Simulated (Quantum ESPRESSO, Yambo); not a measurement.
An input for Yambo 5.3.0 (AlAs (F-43m)):

```
HF_and_locXC
gw0
dyson
ppa
em1d
rim_cut
RandQpts= 1000000
RandGvec= 1 RL
EXXRLvcs= 100 Ry
VXCRLvcs= 400 Ry
Chimod= "HARTREE"
% BndsRnXp
 1 | 115 |
%
NGsBlkXp= 14.5 Ry
% LongDrXp
 1 | 1 | 1 |
%
% GbndRnge
 1 | 115 |
%
DysSolver= "n"
ExtendOut
PPAPntXp= 27.21138 eV
% QPkrange
 1 | 8 | 10 | 17 |
%
GfnQPdb= "E < ./gw4_fix/ndb.QP"
XfnQPdb= "E < ./gw4_fix/ndb.QP"
```

```sh
OMP_NUM_THREADS=1 mpirun -n 4 yambo -F gw5.in -J gw5 -C gw5 > gw5.log
```

The stored states that it reads are on a 4×4×4 mesh. Symmetry: F-43m, No. 216, cubic system. Conventional cell: a = 5.661 Å, b = 5.661 Å, c = 5.661 Å, α = 90.00°, β = 90.00°, γ = 90.00°. Nearest to Al lie 4 As at 2.45 Å. Nearest to As lie 4 Al at 2.45 Å. Farther neighbours are not listed.

Estimate wall time and host memory on 4 MPI ranks of Arm Neoverse V1, shared host.

It took 8.6 min; on shared hardware allow 4.3 min to 17 min. Peak host memory was 2.0 GiB.

The screening grows as filled bands × empty bands × pairs of k points, times the square of the screening basis for the matrix.

[Paths, hosts, dates, memory and timing lines, banners, echoed tables and standing remarks are left out of the program output.]

[Logs are printed without paths, hosts, clocks, repeated set-up lines and the standing remarks that a program may print on its own settings, such as how far it seeks lower states.]

[Runs of the session that timed out or met a known fault of the program may be left out.]

[Hosts, paths, dates, database ids (printed as entryN), source tags and the programs' standing remarks are cut or masked in the printed files.]
